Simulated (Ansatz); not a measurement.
The system is Ge.

```xyz
1
Lattice="1.3971 -2.6005 0.0000 1.3971 2.6005 0.0000 0.0000 0.0000 2.6982" Properties=species:S:1:pos:R:3 pbc="T T T"
Ge    1.3971    0.0000    0.0000
```

This isn't the form of Ge at room conditions, which is diamond.

Program: Ansatz 0.2.0. Alike in all runs: task single point; potentials or basis all-electron LAPW, scalar-relativistic; no spin polarisation; cell as given.

Q: Order these runs on this cell by their pressure, lowest first.
A. level PBE; k mesh 11 × 11 × 10; cutoff (eV) 247; smearing gaussian 0.05 eV; basis error allowed 0.001 eV/atom; mesh quality not flagged
B. level PBEsol; k mesh 11 × 11 × 10; cutoff (eV) 247; smearing gaussian 0.02 eV; basis error allowed 0.001 eV/atom; mesh quality not flagged
C. level PBE; k mesh 4 × 4 × 4; cutoff (eV) 207; smearing fermi-dirac 0.02 eV; basis error allowed 0.004 eV/atom; mesh quality coarse

A: B (-4.1 GPa), A (-0.6 GPa), C (1.2 GPa).

Caveats: some runs use coarse meshes; the k mesh is thin for a metal, which can move the energy by tens of meV per atom (some runs).
